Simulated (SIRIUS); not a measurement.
Runs of SIRIUS 7.12.0 on CoO. Symmetry: P-6m2, No. 187, hexagonal system. Conventional cell: a = 2.856 Å, b = 2.856 Å, c = 2.788 Å, α = 90.00°, β = 90.00°, γ = 120.00°. Co (site symmetry -6m2) has 6 O at 2.16 Å as nearest neighbours. Around O (site symmetry -6m2) lie 6 Co at 2.16 Å. Measurements of this composition are mostly on another form, of space group No. 225.

| smearing | gap on the mesh (eV) | moment (μB) |
| --- | --- | --- |
| fermi-dirac 0.03 eV | none | 3.00 |
| fermi-dirac 0.3 eV | none | 2.80 |
| fermi-dirac 0.2 eV | none | (a) |
| fermi-dirac 0.01 eV | none | 3.00 |
| fermi-dirac 0.1 eV | none | 3.00 |

Alike in all rows: task single point; level PBE; potentials or basis all-electron FP-LAPW, apw+lo standard; spin collinear, ferromagnetic start; cell as given; k mesh 11 × 11 × 10; cutoff (eV) 276.

Estimate the missing entries.

(a) 2.94.

Caveats: a cell with one magnetic atom can't hold antiferromagnetic order, which such compounds often take; semilocal functionals often make such compounds metallic where correlation or magnetic order opens a gap, which also shifts bond lengths.

A k mesh can miss the band edges.

A gap of «none» marks a metal or a gap under the smearing width.

Not every run made on this cell is shown here.
